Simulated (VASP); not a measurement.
# C in VASP: a series of runs, part 2 of 3

VASP 6.6.1.

**3. Single point, PBE+D3(BJ)**

Input file INCAR:

```
SYSTEM = C
PREC     = Accurate       ! precision mode
ENCUT    = 520            ! plane-wave cutoff, eV
EDIFF    = 1E-6           ! SCF threshold, eV
ISMEAR   = -1             ! smearing method
SIGMA    = 0.05           ! smearing width, eV
LREAL    = Auto         
LASPH    = .TRUE.         ! aspherical terms in the spheres
NELM     = 100            ! most SCF steps
ALGO     = Normal         ! electronic algorithm
ISIF     = 2              ! what is computed and relaxed
LWAVE    = .FALSE.        ! write WAVECAR
LCHARG   = .TRUE.         ! write CHGCAR
GGA      = PE             ! functional
IVDW     = 12             ! dispersion correction
LELF     = .TRUE.         ! ELF
LVHAR    = .TRUE.       
NBANDS   = 51             ! bands
```

Input file KPOINTS:

```
regular mesh
0
G
  2 2 1
  0 0 0
```

Input file POSCAR:

```
C
1.0
    7.3980000000      0.0000000000      0.0000000000
   -3.6990000000      6.4068560000      0.0000000000
    0.0000000000      0.0000000000     12.0000000000
C
18
Direct
    0.0005717531     -0.0003433822      0.0875000000
    0.2252782177      0.1154388361      0.0822416667
    0.0013423459      0.3344229994      0.0806000000
    0.2218076908      0.4421825619      0.0821083333
   -0.0047804170      0.6632426263      0.0873583333
    0.2225136092      0.7763870454      0.0876416667
    0.3293351929     -0.0046980922      0.0824583333
    0.5532179710      0.1120050146      0.0766666667
    0.3327572817      0.3316135090      0.0847750000
    0.5617919314      0.4490502050      0.0850000000
    0.3319410631      0.6660989415      0.0807916667
    0.5544313826      0.7808822299      0.0832333333
    0.6642372388      0.0014671783      0.0813833333
    0.8924841797      0.1102724956      0.0856083333
    0.6661364694      0.3318944581      0.0840416667
    0.8924636428      0.4440243389      0.0857000000
    0.6649093632      0.6687211325      0.0814083333
    0.8895481911      0.7773391504      0.0814833333
```

Potentials or basis: VASP PAW PBE potentials, release 64 (C).

Command:

```bash
cat potpaw_PBE.64/C/POTCAR > POTCAR
mpirun -np 1 vasp_std > vasp.out
```

OUTCAR:

```text
SYSTEM = C
   PREC = Accurate
   ENCUT = 520
   EDIFF = 1E-6
   ISMEAR = -1
   LREAL = Auto
   LASPH = .TRUE.
   NELM = 100
   ISIF = 2
   GGA = PE
   IVDW = 12
 IVDW          = 12

 ion  position               nearest neighbor table
   1  0.001  1.000  0.087-  14 1.40  18 1.43   2 1.44
   2  0.225  0.115  0.082-   9 1.39   7 1.44   1 1.44
   3  0.001  0.334  0.081-  16 1.40   4 1.41  14 1.44
   4  0.222  0.442  0.082-   3 1.41   9 1.42  11 1.43
   5  0.995  0.663  0.087-  16 1.41  18 1.41   6 1.46
   6  0.223  0.776  0.088-   7 1.40  11 1.41   5 1.46
[... 10 lines left out ...]
  17  0.665  0.669  0.081-  10 1.41  12 1.43  18 1.44
  18  0.890  0.777  0.081-   5 1.41   1 1.43  17 1.44

  LATTYP: Found a hexagonal cell.
 ALAT       =     7.3980000000
 C/A-ratio  =     1.6220600162

  Lattice vectors:

 A1 = (   7.3980000000,   0.0000000000,   0.0000000000)
 A2 = (  -3.6990000000,   6.4068560000,   0.0000000000)
 A3 = (   0.0000000000,   0.0000000000,  12.0000000000)

Analysis of symmetry for initial positions (statically):
=====================================================================
 Subroutine PRICEL returns:
 Original cell was already a primitive cell.

 Routine SETGRP: Setting up the symmetry group for a
 hexagonal supercell.

 Subroutine GETGRP returns: Found  1 space group operations
 (whereof  1 operations were pure point group operations)
 out of a pool of 24 trial point group operations.

The static configuration has the point symmetry C_1 .

Analysis of symmetry for dynamics (positions and initial velocities):
=====================================================================
 Subroutine PRICEL returns:
 Original cell was already a primitive cell.

 Routine SETGRP: Setting up the symmetry group for a
[... 138 lines left out ...]
  volume/ion in A,a.u.               =      31.60       213.24
  Fermi-wavevector in a.u.,A,eV,Ry     =   0.822001  1.553356  9.193253  0.675685
  Thomas-Fermi vector in A             =   1.933259
   LORBIT       =      0    0 simple, 1 ext, 2 COOP (PROOUT), +10 PAW based schemes
   GGA     = PE    functional components
   LHFCALC =     F    Hartree Fock is set to
   AEXX    =    0.0000 exact exchange contribution
   IVDW    =    12    specifies the selected vdW correction
   LEPSILON=     F    determine dielectric tensor
   LRPA    =     F    only Hartree local field effects (RPA)
 non-spin polarized calculation
  energy-cutoff  :      520.00
  volume of cell :      568.78
 maximum number of plane-waves:     15363
 NGX is ok and might be reduce to    56
   NGX = 27   NGY = 27   NGZ = 45

 number of electron      71.9999999 magnetization

 Free energy of the ion-electron system (eV)
  ---------------------------------------------------
  ext. energy  EPLUGINS =         0.00000000
  ---------------------------------------------------
  free energy    TOTEN  =      -165.32678131 eV

  energy without entropy =     -165.29085451  energy(sigma->0) =     -165.30881791

 E-fermi :  -1.7510     XC(G=0):  -3.5750

 val. band max:       -1.7897750813   @ k =   0.0000   0.0000   0.0000
 cond. band min:      -1.7152848287   @ k =   0.0000   0.0000   0.0000
 fundamental gap:      0.0744902527
 Fermi energy:        -1.7509774597

 k-point     1 :       0.0000    0.0000    0.0000
  band No.  band energies     occupation
      1     -21.2583      2.00000
      2     -18.7742      2.00000
      3     -18.7359      2.00000
      4     -18.7066      2.00000
      5     -18.6518      2.00000
      6     -18.6112      2.00000
[... 193 lines left out ...]
     47       4.1203      0.00000
     48       4.3462      0.00000
 [bands above 48 left out]

------------------------ aborting loop because EDIFF is reached ----------------------------------------

 Edisp (eV)   -1.60138

 E8    (eV) :    -0.4990

  FORCE on cell =-STRESS in cart. coord.  units (eV):
  Direction    XX          YY          ZZ          XY          YZ          ZX
  --------------------------------------------------------------------------------------
  -------------------------------------------------------------------------------------
  Total       2.24668     0.28259    -0.37694     1.55818     0.11484    -0.16531
  in kB       6.32865     0.79602    -1.06179     4.38923     0.32348    -0.46566
  external pressure =        2.02 kB  Pullay stress =        0.00 kB

 VOLUME and BASIS-vectors are now :
 -----------------------------------------------------------------------------
  energy-cutoff  :      520.00
  volume of cell :      568.78
      direct lattice vectors                 reciprocal lattice vectors
     7.398000000  0.000000000  0.000000000     0.135171668  0.078041398  0.000000000
    -3.699000000  6.406856000  0.000000000     0.000000000  0.156082796  0.000000000
     0.000000000  0.000000000 12.000000000     0.000000000  0.000000000  0.083333333

 POSITION                                       TOTAL-FORCE (eV/Angst)
 -----------------------------------------------------------------------------------
     -3.69350      6.40466      1.05000         0.182239      0.180656     -0.719101
      1.23960      0.73960      0.98690         0.052117     -1.934769      0.624348
     -1.22710      2.14260      0.96720         0.608094     -1.225274      0.669092
      0.00530      2.83300      0.98530         0.352605      0.881103     -0.095369
      4.90930      4.24930      1.04830         1.065522      0.512614     -0.246937
     -1.22570      4.97420      1.05170        -0.788069     -0.346570     -0.606511
[... 10 lines left out ...]
      2.44540      4.28440      0.97690         0.842652      0.171696      0.322469
      3.70550      4.98030      0.97780        -0.610749      0.094286      0.711343
 -----------------------------------------------------------------------------------
    total drift:                               -0.023497     -0.012496     -0.020472

  FREE ENERGIE OF THE ION-ELECTRON SYSTEM (eV)
  ---------------------------------------------------
  free  energy   TOTEN  =      -166.9281618850 eV

  energy  without entropy=     -166.8922350835  energy(sigma->0) =     -166.91019848
```

OSZICAR:

```text
N       E                     dE             d eps       ncg     rms          rms(c)
DAV:   1     0.614402073350E+03    0.61440E+03   -0.28766E+04   408   0.111E+03
DAV:   2    -0.772101221805E+02   -0.69161E+03   -0.66440E+03   613   0.271E+02
DAV:   3    -0.173846744639E+03   -0.96637E+02   -0.96251E+02   472   0.106E+02
[... 13 lines left out ...]
DAV:  17    -0.165326710595E+03   -0.13898E-03   -0.86245E-06   383   0.735E-03    0.139E-03
DAV:  18    -0.165326764585E+03   -0.53990E-04   -0.32631E-06   368   0.417E-03    0.537E-04
DAV:  19    -0.165326777056E+03   -0.12471E-04   -0.50488E-07   326   0.172E-03    0.239E-04
DAV:  20    -0.165326780946E+03   -0.38901E-05   -0.23624E-07   283   0.986E-04    0.724E-05
DAV:  21    -0.165326781311E+03   -0.36513E-06   -0.18947E-08   306   0.428E-04
   1 F= -.16692816E+03 E0= -.16691020E+03  d E =-.359268E-01
```

stdout:

```text
POSCAR found type information on POSCAR C
 POSCAR found :  1 types and      18 ions
 scaLAPACK will be used
 LDA part: xc-table for (Slater+PW92), standard interpolation
 POSCAR, INCAR and KPOINTS ok, starting setup
 FFT: planning ... GRIDC
 FFT: planning ... GRID_SOFT
 FFT: planning ... GRID
 WAVECAR not read
 entering main loop
```

Wall time 4.5 min (1 thread of Intel Xeon Platinum 8259CL at 2.50GHz (Skylake/Cascade Lake), shared host); peak memory 0.55 GiB.

What came out:

```yaml
Free_energy: -166.9282 eV
Largest_force: 2.034 eV/Å
Band_gap_on_the_k_mesh: 0.07 eV
Dispersion_energy_per_atom: -0.089 eV
```

Forces on the atoms (eV/Å):
```
C    0.182  0.181 -0.719
C    0.052 -1.935  0.624
C    0.608 -1.225  0.669
C    0.353  0.881 -0.095
C    1.066  0.513 -0.247
C   -0.788 -0.347 -0.607
C    0.168  1.475 -0.197
C    0.444 -0.619  0.823
C    0.547  1.309 -0.331
C   -1.079 -1.117 -0.193
C    0.012 -0.304  0.652
C    0.340 -0.207 -0.452
C    0.819 -0.084  0.072
C   -1.519  0.479 -0.402
C    0.087  0.964 -0.312
C   -1.525 -0.230 -0.319
C    0.843  0.172  0.322
C   -0.611  0.094  0.711
```

Levels at points of the mesh, in eV from the valence-band top:
```csv
k point,band 34,band 35,band 36,band 37,band 38,band 39
"(0.00, 0.00, 0.00)",-2.70,-0.14,0.00,0.07,0.26,3.25
"(0.50, 0.00, 0.00)",-2.58,-2.51,-2.43,1.93,2.41,2.52
"(0.00, 0.50, 0.00)",-2.59,-2.50,-2.22,1.59,2.37,2.53
"(0.50, 0.50, 0.00)",-2.57,-2.49,-2.24,1.61,2.36,2.50
```

Caveat: the k mesh is coarse (spacing up to 0.49 Å⁻¹), so the values aren't converged. As with any semilocal functional, this PBE gap is likely too small.

**4. Single point, PBE+D3(BJ)**

Input file INCAR:

```
SYSTEM = C
PREC = Accurate ; ENCUT = 520
EDIFF = 1E-6 ; ISMEAR = -1
SIGMA = 0.05 ; LREAL = Auto
LASPH = .TRUE. ; NELM = 100
ALGO = Fast ; ISIF = 2
LWAVE = .FALSE. ; LCHARG = .FALSE.
GGA = PE ; IVDW = 12
NBANDS = 51
```

Input file KPOINTS:

```
Automatic mesh
0
G
  2 2 1
  0 0 0
```

Input file POSCAR:

```
C
1.0
    7.3980000000      0.0000000000      0.0000000000
   -3.6990000000      6.4068560000      0.0000000000
    0.0000000000      0.0000000000     12.0000000000
C
18
Direct
   -0.0014174714      0.0007335891      0.0782083333
    0.2208393833      0.1083995020      0.0839083333
    0.0005868858      0.3384811521      0.0861333333
    0.2202406405      0.4461314567      0.0852750000
   -0.0015651919      0.6666452313      0.0770083333
    0.2294846765      0.7858144463      0.0775083333
    0.3361877772      0.0034650381      0.0852000000
    0.5595379917      0.1112089924      0.0926583333
    0.3240613709      0.3296312575      0.0820916667
    0.5561973444      0.4433219663      0.0812000000
    0.3347842605      0.6658648173      0.0859166667
    0.5589087658      0.7754817652      0.0850333333
    0.6645033489     -0.0057594552      0.0869000000
    0.8884454985      0.1112246006      0.0809083333
    0.6647654126      0.3330182542      0.0826000000
    0.8883174248      0.4465997051      0.0796250000
    0.6649148751      0.6611355086      0.0856500000
    0.8912175263      0.7786502459      0.0841833333
```

Command:

```bash
cat potpaw_PBE.64/C/POTCAR > POTCAR
mpirun -np 1 vasp_std > vasp.out
```

It took 3.5 min on 1 thread of Intel Xeon Platinum 8259CL at 2.50GHz (Skylake/Cascade Lake), shared host; peak memory 0.55 GiB.

The run converged. Its results:

```
Free energy                : -166.7950 eV
Largest force              : 2.467 eV/Å
Band gap on the k mesh     : 0.12 eV
Dispersion energy per atom : -0.089 eV
```

Forces on the atoms (eV/Å):
```
C    0.180 -0.580  0.739
C   -0.573  1.317 -0.537
C   -0.680 -1.946 -0.757
C    0.595 -0.248 -0.034
C    0.967  1.160  0.322
C   -0.241 -2.341  0.740
C    0.276 -0.356  0.093
C   -0.621 -0.032 -1.019
C    2.020  0.594  0.352
C   -1.577 -0.903  0.282
C   -0.670  1.295 -0.638
C   -0.905 -0.562  0.350
C    0.126  1.425 -0.024
C    0.220  0.865  0.459
C    0.829 -0.406  0.385
C    0.189  0.055  0.380
C    0.579  1.185 -0.370
C   -0.715 -0.522 -0.720
```

Levels at points of the mesh, in eV from the valence-band top:
| k point | band 32 | band 33 | band 34 | band 35 | band 36 | band 37 | band 38 | band 39 | band 40 | band 41 |
| --- | --- | --- | --- | --- | --- | --- | --- | --- | --- | --- |
| (0.00, 0.00, 0.00) | -4.38 | -3.20 | -2.69 | -0.07 | 0.00 | 0.12 | 0.26 | 3.29 | 4.42 | 4.72 |
| (0.50, 0.00, 0.00) | -2.65 | -2.58 | -2.53 | -2.50 | -2.33 | 1.92 | 2.48 | 2.54 | 2.57 | 2.61 |
| (0.00, 0.50, 0.00) | -2.72 | -2.61 | -2.54 | -2.42 | -2.20 | 1.62 | 2.43 | 2.48 | 2.64 | 2.78 |
| (0.50, 0.50, 0.00) | -2.70 | -2.59 | -2.57 | -2.40 | -2.21 | 1.63 | 2.37 | 2.53 | 2.65 | 2.76 |

Caveat: the k mesh is coarse (spacing up to 0.49 Å⁻¹), so the values aren't converged.

(Continued in part 3 of 3.)
